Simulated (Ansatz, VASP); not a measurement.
# HfO2: VASP beside Ansatz, part 2 of 2

Wanted: the spread between two codes on one cell, functional and k mesh. The structure shown is the end of the Ansatz relaxation below.

VASP 6.6.1 and Ansatz 0.2.0.

So far: Set-up; Ansatz: relaxation, PBEsol; VASP: single point, PBEsol, pair 1; Differences.

## (5) Ansatz: relaxation, PBEsol

Level of this step: Ansatz beside VASP: Kohn-Sham DFT, plane waves, PBEsol (Ansatz).

This run makes the geometry at which the two programs are then compared. The cell compared in this pair holds 65.25 Å³, against 64.75 Å³ for the pair before.

The structure compared here is the end of the Ansatz relaxation.

Contents of input.yaml:

```yaml
crystal:
  lattice:
    - [3.5763054675, 0.0, 0.0]
    - [0.0, 3.5763054675, 0.0]
    - [0.0, 0.0, 5.11451028]
  atoms:
    - { symbol: Hf, position: [0.0, 0.0, 0.0] }
    - { symbol: Hf, position: [0.5, 0.5, 0.5] }
    - { symbol: O, position: [0.0, 0.5, 0.2001629] }
    - { symbol: O, position: [0.0, 0.5, 0.7001629] }
    - { symbol: O, position: [0.5, 0.0, 0.2998371] }
    - { symbol: O, position: [0.5, 0.0, 0.7998371] }
kpoints:
  mp_grid: { grid: [8, 8, 6] }
scf:
  occupations: { method: fermi_dirac, width: 0.02 }
hamiltonian:
  xc: pbesol
  pseudopotentials: { kind: paw, azcp: { folder: soft_1 }, xc_functional: pbe }
basis:
  ecutwfc: 600
output:
  forces: true
  stress: true
relax:
  f_tol: 0.005
  max_steps: 70
  cell: { stress_tol: 0.02, p_target: 0, fix: [c, alpha, beta, gamma] }
```

Run with:

```console
$ ansatz run input.yaml --threads 4 --pin off --max-ram 10240MiB --backend cpu --events-out ev --progress --plain --runs-dir out
```

Numbers of over 12 decimals in the logs are rounded to 6 here.

Output:

```text
[...]
Crystal: 6 atoms, lattice volume = 65.414 Å³
Basis set: ecut = 600 eV, 2181 PW (Γ), exchange–correlation on 60×60×90 points (8 copies of the dense FFT grid, shifted against one another)
Bands: 46, of which v1, the nominal top of the filled ones, is band 38 counted from 1 (37 counted from 0)
Symmetry: 16 space group operations
[...]
k-points: 60 of 384
[...]
cell:  # Å, volume = 65.2462 Å³
    - [3.571705, 0, 0.0]
    - [0, 3.571705, 0.0]
    - [0.0, 0.0, 5.11451028]
  atoms:
    - { symbol: Hf, position: [0, 0, 0] }
    - { symbol: Hf, position: [0.5, 0.5, 0.5] }
    - { symbol: O, position: [0, 0.5, 0.203038] }
    - { symbol: O, position: [0, 0.5, 0.703038] }
    - { symbol: O, position: [0.5, 0, 0.296962] }
    - { symbol: O, position: [0.5, 0, 0.796962] }
[key lines of the parts left out:]
SCF converged after 5 iterations
Free energy (F): -33451.871421 eV
Fermi energy:    16.247141 eV
P = ⅓ Tr σ = 1.0628 GPa (10.628 kbar)
```

## (6) VASP: single point, PBEsol, pair 2

The same cell, functional, mesh and smearing now go to VASP, with its own data sets.

Contents of INCAR:

```
SYSTEM = HfO2
PREC = Accurate
ENCUT = 600
EDIFF = 1E-06
NELM = 120
ISMEAR = -1
SIGMA = 0.02
LREAL = .FALSE.
ALGO = Normal
GGA = PS
NBANDS = 28
LASPH = .TRUE.
LORBIT = 11
LWAVE = .FALSE.
LCHARG = .FALSE.
ISIF = 2
GGA_COMPAT = .FALSE.
EFERMI = MIDGAP
KPAR = 2
```

Contents of POSCAR:

```
HfO2
1.0
    3.5717050640      0.0000000000      0.0000000000
    0.0000000000      3.5717050640      0.0000000000
    0.0000000000      0.0000000000      5.1145102800
Hf O
2 4
Direct
    0.0000000000      0.0000000000      0.0000000000
    0.5000000000      0.5000000000      0.5000000000
    0.0000000000      0.5000000000      0.2030382227
    0.0000000000      0.5000000000      0.7030382227
    0.5000000000      0.0000000000      0.2969617773
    0.5000000000      0.0000000000      0.7969617773
```

Contents of KPOINTS:

```
Automatic mesh
0
Gamma
8 8 6
0 0 0
```

Potentials, in the order of the species: Hf_pv and O (PBE family, release 64).

Run with:

```console
$ mpirun -np 2 vasp_std
```

Output:

```text
[banner, memory and clock lines left out]
running    2 mpi-ranks, on    1 nodes
[...]
[... a notice as in an earlier step ...]

 LDA part: xc-table for (Slater+PW92), standard interpolation
 POSCAR, INCAR and KPOINTS ok, starting setup
[...]
entering main loop
       N       E                     dE             d eps       ncg     rms          rms(c)
DAV:   1     0.275122661599E+03    0.27512E+03   -0.27446E+04  3360   0.176E+03
DAV:   2    -0.588989223913E+02   -0.33402E+03   -0.32488E+03  4312   0.406E+02
DAV:   3    -0.733825971387E+02   -0.14484E+02   -0.14438E+02  3996   0.774E+01
DAV:   4    -0.735294650922E+02   -0.14687E+00   -0.14676E+00  4448   0.858E+00
[...]
DAV:  11    -0.634147067762E+02   -0.28670E-04   -0.41956E-04  4140   0.135E-01    0.866E-02
DAV:  12    -0.634147204855E+02   -0.13709E-04   -0.18493E-05  4220   0.278E-02    0.701E-02
DAV:  13    -0.634147213618E+02   -0.87627E-06   -0.10181E-06  3044   0.611E-03
   1 F= -.63414721E+02 E0= -.63414721E+02  d E =0.000000E+00
```

Parts of OUTCAR (step 6):

```text
  Total       -1.5018651     -1.5018651     -0.1371654      0.0000000      0.0000000     -0.0000000
  in kB      -36.8796071    -36.8796071     -3.3682153      0.0000000      0.0000000     -0.0000000
  external PRESSURE =     -25.7091432 kB  Pullay stress =       0.0000000 kB

 POSITION                                       TOTAL-FORCE (eV/Angst)
 -----------------------------------------------------------------------------------
      0.00000      0.00000      0.00000        -0.000000     -0.000000      0.000000
      1.78585      1.78585      2.55726        -0.000000      0.000000      0.000000
      0.00000      1.78585      1.03844        -0.000000     -0.000000     -0.028705
      0.00000      1.78585      3.59570        -0.000000      0.000000     -0.028705
      1.78585      0.00000      1.51881         0.000000      0.000000      0.028705
      1.78585      0.00000      4.07607         0.000000      0.000000      0.028705
 -----------------------------------------------------------------------------------
    total drift:                                0.000000     -0.000000      0.000000

  FREE ENERGIE OF THE ION-ELECTRON SYSTEM (eV)
  ---------------------------------------------------
  free  energy   TOTEN  =       -63.4147213618 eV

  energy  without entropy=      -63.4147213618  energy(sigma->0) =      -63.41472136

[... 1 part as in an earlier step ...]

[... 2 further parts left out ...]
[key lines of the parts left out:]
E-fermi :   5.7235
```

The run ends at a pressure of -2.57 GPa, with forces up to 0.029 eV/Å.

## (7) Comparison

What differs besides the data sets and the points named for the pairs above, as far as they apply: the data sets hold 76 valence electrons in Ansatz (on its PAW soft_1 files) and 44 in VASP. Total energies have different zeros and are not compared.

Compared:

```
              quantity  Ansatz   VASP  difference
        pressure (GPa)    1.06  -2.57       +3.63
gap on the k mesh (eV)   4.523  4.504      +0.019
```

At this near-relaxed geometry the largest component of a force difference is 29 meV/Å. A gap on the mesh is an upper bound, since the band edges may lie between its points; neither run holds spin-orbit coupling, which can move the band edges of a compound of Hf.

## (8) Ansatz: relaxation, PBEsol

This run makes the geometry at which the two programs are then compared. The cell compared in this pair holds 66.25 Å³, against 65.25 Å³ for the pair before.

The structure compared here is the end of the Ansatz relaxation.

Edit input.yaml of step 5 so:

```diff
@@ -2,5 +2,5 @@
   lattice:
-    - [3.5763054675, 0.0, 0.0]
-    - [0.0, 3.5763054675, 0.0]
-    - [0.0, 0.0, 5.11451028]
+    - [3.5584685325, 0.0, 0.0]
+    - [0.0, 3.5584685325, 0.0]
+    - [0.0, 0.0, 5.21783372]
   atoms:
```

Run with:

```console
$ ansatz run input.yaml --threads 4 --pin off --max-ram 10240MiB --backend cpu --events-out ev --progress --plain --runs-dir out
```

Output:

```text
[...]
Crystal: 6 atoms, lattice volume = 66.072 Å³
Basis set: ecut = 600 eV, 2197 PW (Γ), exchange–correlation on 60×60×90 points (8 copies of the dense FFT grid, shifted against one another)
Bands: 46, of which v1, the nominal top of the filled ones, is band 38 counted from 1 (37 counted from 0)
Symmetry: 16 space group operations
[...]
k-points: 60 of 384
[...]
cell:  # Å, volume = 66.2509 Å³
    - [3.563286, 0, 0.0]
    - [0, 3.563286, 0.0]
    - [0.0, 0.0, 5.21783372]
  atoms:
    - { symbol: Hf, position: [0, 0, 0.0] }
    - { symbol: Hf, position: [0.5, 0.5, 0.500000] }
    - { symbol: O, position: [0, 0.5, 0.197325] }
    - { symbol: O, position: [0, 0.5, 0.697325] }
    - { symbol: O, position: [0.5, 0, 0.302675] }
    - { symbol: O, position: [0.5, 0, 0.802675] }
[key lines of the parts left out:]
SCF converged after 6 iterations
Free energy (F): -33451.871873 eV
Fermi energy:    15.940693 eV
P = ⅓ Tr σ = -0.9537 GPa (-9.537 kbar)
```

## (9) VASP: single point, PBEsol, pair 3

The same cell, functional, mesh and smearing now go to VASP, with its own data sets.

INCAR is that of step 6.

Contents of POSCAR:

```
HfO2
1.0
    3.5632855064      0.0000000000      0.0000000000
    0.0000000000      3.5632855064      0.0000000000
    0.0000000000      0.0000000000      5.2178337200
Hf O
2 4
Direct
    0.0000000000      0.0000000000      0.0000000000
    0.5000000000      0.5000000000      0.5000000000
    0.0000000000      0.5000000000      0.1973245534
    0.0000000000      0.5000000000      0.6973245534
    0.5000000000      0.0000000000      0.3026754466
    0.5000000000      0.0000000000      0.8026754466
```

KPOINTS is that of step 6.

Run with:

```console
$ mpirun -np 2 vasp_std
```

Output:

```text
[... set-up lines as in an earlier step ...]
 entering main loop
       N       E                     dE             d eps       ncg     rms          rms(c)
DAV:   1     0.274360005475E+03    0.27436E+03   -0.27554E+04  3360   0.175E+03
DAV:   2    -0.587602539613E+02   -0.33312E+03   -0.32358E+03  4264   0.407E+02
DAV:   3    -0.733262986131E+02   -0.14566E+02   -0.14520E+02  4064   0.777E+01
DAV:   4    -0.734709150775E+02   -0.14462E+00   -0.14452E+00  4432   0.845E+00
[...]
DAV:  11    -0.633998877682E+02   -0.32809E-04   -0.40076E-04  4160   0.132E-01    0.644E-02
DAV:  12    -0.633999022321E+02   -0.14464E-04   -0.17912E-05  4176   0.277E-02    0.677E-02
DAV:  13    -0.633999031358E+02   -0.90373E-06   -0.76870E-07  2996   0.592E-03
   1 F= -.63399903E+02 E0= -.63399903E+02  d E =0.000000E+00
```

From OUTCAR (step 9):

```text
  Total       -1.4293046     -1.4293046     -2.6133277      0.0000000      0.0000000     -0.0000000
  in kB      -34.5655840    -34.5655840    -63.1994028      0.0000000      0.0000000     -0.0000000
  external PRESSURE =     -44.1101902 kB  Pullay stress =       0.0000000 kB

 POSITION                                       TOTAL-FORCE (eV/Angst)
 -----------------------------------------------------------------------------------
      0.00000      0.00000      0.00000        -0.000000      0.000000     -0.000000
      1.78164      1.78164      2.60892         0.000000      0.000000     -0.000000
      0.00000      1.78164      1.02961         0.000000      0.000000     -0.035512
      0.00000      1.78164      3.63852         0.000000      0.000000     -0.035512
      1.78164      0.00000      1.57931        -0.000000      0.000000      0.035512
      1.78164      0.00000      4.18823        -0.000000      0.000000      0.035512
 -----------------------------------------------------------------------------------
    total drift:                                0.000000      0.000000      0.000000

  FREE ENERGIE OF THE ION-ELECTRON SYSTEM (eV)
  ---------------------------------------------------
  free  energy   TOTEN  =       -63.3999031358 eV

  energy  without entropy=      -63.3999031358  energy(sigma->0) =      -63.39990314

[... 1 part as in an earlier step ...]

[... 2 further parts left out ...]
[key lines of the parts left out:]
E-fermi :   5.5806
```

The run ends at a pressure of -4.41 GPa, with forces up to 0.036 eV/Å.

## (10) Comparison

What differs besides the data sets and the points named for the pairs above, as far as they apply: the data sets hold 76 valence electrons in Ansatz (on its PAW soft_1 files) and 44 in VASP. Total energies have different zeros and are not compared.

Both answers:

```
              quantity  Ansatz   VASP  difference
        pressure (GPa)   -0.95  -4.41       +3.46
gap on the k mesh (eV)   4.585  4.572      +0.013
```

At this near-relaxed geometry the largest component of a force difference is 36 meV/Å. A gap on the mesh is an upper bound, since the band edges may lie between its points; neither run holds spin-orbit coupling, which can move the band edges of a compound of Hf.

## (11) Outcome

```json
{
 "r.m.s. force difference (single point, PBEsol, pair 1)": "12 meV/Å",
 "difference in pressure (single point, PBEsol, pair 1)": "3.7 GPa",
 "r.m.s. force difference (single point, PBEsol, pair 2)": "14 meV/Å",
 "difference in pressure (single point, PBEsol, pair 2)": "3.6 GPa",
 "r.m.s. force difference (single point, PBEsol, pair 3)": "17 meV/Å",
 "difference in pressure (single point, PBEsol, pair 3)": "3.5 GPa"
}
```

The difference in pressure is 3.7 GPa (single point, PBEsol, pair 1), beyond the 1 GPa picked in this series as the mark of a large difference. The data sets hold unlike numbers of valence electrons (76 in Ansatz and 44 in VASP), so part of the differences comes from the potentials. By the marks of this series, far apart in the single point, PBEsol, pair 1 pair: the r.m.s. force difference, 12 meV/Å and the difference in pressure, 3.7 GPa. What causes the difference of the single point, PBEsol, pair 1 pair stays open here. By the marks of this series, far apart in the single point, PBEsol, pair 2 pair: the r.m.s. force difference, 14 meV/Å and the difference in pressure, 3.6 GPa. What causes the difference of the single point, PBEsol, pair 2 pair stays open here. By the marks of this series, far apart in the single point, PBEsol, pair 3 pair: the r.m.s. force difference, 17 meV/Å and the difference in pressure, 3.5 GPa. 3 further runs of this series are not shown here. How closely two codes agree says nothing of how well the functional describes the real material.

[Lines on the potential files, build, host, timing and source positions are cut from VASP's logs without a mark.]

[Logs are printed without paths, hosts, clocks, repeated set-up lines and the standing remarks that a program may print on its own settings, such as how far it seeks lower states.]

[Hosts, paths, dates, database ids (printed as entryN), source tags and the programs' standing remarks are cut or masked in the printed files.]
